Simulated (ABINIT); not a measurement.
Runs of ABINIT 10.8.3 (patched build) on Si2Mo. The structure is tetragonal, space group I4/mmm (No. 139). The conventional cell has a = 3.200 Å, b = 3.200 Å, c = 7.861 Å, α = 90.00°, β = 90.00°, γ = 90.00°. Mo (site symmetry 4/mmm) is surrounded by 10 Si at 2.62 Å. Si (site symmetry 4mm) is surrounded by 5 Si at 2.61 to 2.63 Å and 5 Mo at 2.62 Å. 

```tsv
task	level	potentials or basis	cell	k mesh	cutoff (eV)	cell freedom (optcell)	optimiser (ionmov)	cutoff smearing ecutsm (Ha)	force stop (Ha/bohr)	fine-grid cutoff	gap on the mesh (eV)	pressure (GPa)	largest force (eV/Å)
single point	PBEsol	PseudoDojo NC SR PBEsol v0.4.1 standard	as given	9 × 9 × 9	980	-	-	-	-	-	none	-2.9	0.35
relaxation of cell and atoms	LDA	PseudoDojo NC SR LDA v0.4 stringent	relaxed	9 × 9 × 9	1088	2	2	0.5	2e-05	-	none	0.0	-
single point	PBE	PseudoDojo NC SR PBE v0.4.1 standard	as given	9 × 9 × 9	952	-	-	-	-	-	none	2.0	(a)
positron lifetime	PBEsol	JTH PAW PBE v2.0	as given	8 × 8 × 8	354	-	-	-	-	707.496 eV	none	(b)	0.35
single point	LDA	PseudoDojo NC SR LDA v0.4.1 standard	as given	9 × 9 × 9	1088	-	-	-	-	-	none	-6.3	0.40
```

Alike in all rows: no spin polarisation; smearing fermi-dirac 0.05 eV.

Estimate the missing entries.

(a) 0.30; (b) -2.6.

Caveats: the PAW basis is incomplete for the positron (some runs); the PAW data sets were made with another functional, which shifts forces and pressure a little (some runs).

A k mesh can miss the band edges, and the runs leave out spin-orbit coupling on Mo.

A gap of «none» marks a metal or a gap under the smearing width.

Not every run made on this cell is shown here.
